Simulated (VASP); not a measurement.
Set up this calculation in VASP 6.6.1, as the native input.

* Task: band structure
* Functional: PBE0
* Potentials or basis: VASP PAW PBE potentials, release 64 (Al, N)
* Cutoff: 520 eV
* k mesh: 10 × 10 × 10
* Occupations: gaussian, width 0.03 eV
* Spin: no spin polarisation
* Grid for exact exchange (PRECFOCK): Fast
* Exchange at q = 0: truncated
* Further INCAR settings: ALGO = Normal; EDIFF = 1e-06; NBANDS = 11

AlN:

```
Al N
1.0
     0.00000    2.18830    2.18830
     2.18830    0.00000    2.18830
     2.18830    2.18830    0.00000
Al N
1 1
Direct
  0.00000 0.00000 0.00000
  0.75000 0.75000 0.75000
```

Measurements of this composition are mostly on another form, of space group No. 186.

The input as run:

POSCAR

```
AlN                                     
1.0
    0.0000000000      2.1882972140      2.1882972140
    2.1882972140      0.0000000000      2.1882972140
    2.1882972140      2.1882972140      0.0000000000
  Al              N             
     1     1
Direct
     0.0000000000000000    0.0000000000000000    0.0000000000000000
     0.7500000000000000    0.7500000000000000    0.7500000000000000
```

INCAR.step1

```
SYSTEM = AlN
PREC = Accurate ; ENCUT = 520
EDIFF = 1E-5 ; ISMEAR = 0
SIGMA = 0.03 ; LREAL = .FALSE.
LASPH = .TRUE. ; NELM = 80
ALGO = Normal ; ISIF = 2
LWAVE = .TRUE. ; LCHARG = .FALSE.
NBANDS = 11 ; KPAR = 8
GGA = PE
```

INCAR.step2

```
SYSTEM = AlN
PREC = Accurate ; ENCUT = 520
EDIFF = 1E-6 ; ISMEAR = 0
SIGMA = 0.03 ; LREAL = .FALSE.
LASPH = .TRUE. ; NELM = 80
ALGO = Normal ; ISIF = 2
LWAVE = .FALSE. ; LCHARG = .FALSE.
GGA = PE ; LHFCALC = .TRUE.
AEXX = 0.25 ; PRECFOCK = Fast
HFRCUT = -1 ; NBANDS = 11
KPAR = 8 ; ISTART = 1
```

KPOINTS

```
regular mesh
0
G
  10 10 10
  0 0 0
```

KPOINTS_OPT

```
explicit points
6
Reciprocal
 0.0000000000  0.0000000000  0.0000000000 1
 0.3750000000  0.3750000000  0.7500000000 1
 0.5000000000  0.5000000000  0.5000000000 1
 0.6250000000  0.2500000000  0.6250000000 1
 0.5000000000  0.2500000000  0.7500000000 1
 0.5000000000  0.0000000000  0.5000000000 1
```

Potentials or basis: VASP PAW PBE potentials, release 64 (Al, N).

The run is started by

```bash
$ cat potpaw_PBE.64/Al/POTCAR potpaw_PBE.64/N/POTCAR > POTCAR
$ cp INCAR.step1 INCAR
$ mpirun -np 8 vasp_std > vasp.out
$ cp INCAR.step2 INCAR
$ mpirun -np 8 vasp_std > vasp.out
```

Results of the run:

The pressure is -1.8 GPa, the band gap on the k mesh is 5.28 eV, indirect (least direct gap 6.21 eV) and the band gap along the path is 5.28 eV, indirect (least direct gap 6.21 eV).

Caveat: the PAW data sets were made with another functional, which shifts forces and pressure a little.

Run time: 5.3 min on 8 MPI ranks on Intel(R) Xeon(R) Platinum 8488C (Sapphire Rapids), with other jobs on the host, peak memory 0.22 GiB a rank.
